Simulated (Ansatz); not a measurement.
The elements of this relaxed crystal are hidden behind letters.

```
lattice vectors (Å)
   1.8413   -7.2960    0.0000
   1.8413    7.2960    0.0000
   0.0000    0.0000    3.6598
fractional positions
X 0.8945 0.1055 0.2500
X 0.1055 0.8945 0.7500
Z 0.5543 0.4457 0.2500
Z 0.4457 0.5543 0.7500
Z 0.2503 0.7497 0.2500
Z 0.7497 0.2503 0.7500
```

Computed with DFT PBE, scalar-relativistic, plane waves, PAW in Ansatz. Settings of the last relaxation (6-atom cell): 420 eV, 10×10×10 k points, Gaussian smearing of 0.10 eV, no spin polarisation.

- Space group: Cmcm (No. 63)
- Conventional cell: a = 3.683 Å, b = 14.592 Å, c = 3.660 Å
- Volume per atom: 16.39 Å³
- Density: 7.93 g/cm³
- Energy over the elements: −0.56 eV/atom
- Gap on the 10×10×10 mesh of the 6-atom cell: 0 eV (a metal)

Energies are uncorrected and count from the elements' standard states at the same level.

**Question.** X is a d-block element of period 6 and Z is a p-block element of period 3. Which elements are they?

**Answer.** X = Hf, Z = Si, so the formula is HfSi2. Density times volume gives a mean mass of 7.93 × 16.39/1.6605 = 78.3 u per atom, and this set has 78.2 u. Around Hf lie 8 Si at 2.70–2.80 Å and 2 Si at 2.97 Å; Si on its first site is surrounded by 2 Si at 2.42 Å, 4 Hf at 2.70 Å and 2 Hf at 2.97 Å; Si on its second site has 4 Si at 2.60 Å and 4 Hf at 2.80 Å. Other sets within the hints have nearly the same mass, so mass alone doesn't settle it; this one was computed.

Spin–orbit coupling, which can matter for Hf, is left out. A structure relaxed within its symmetry needn't be a true minimum.
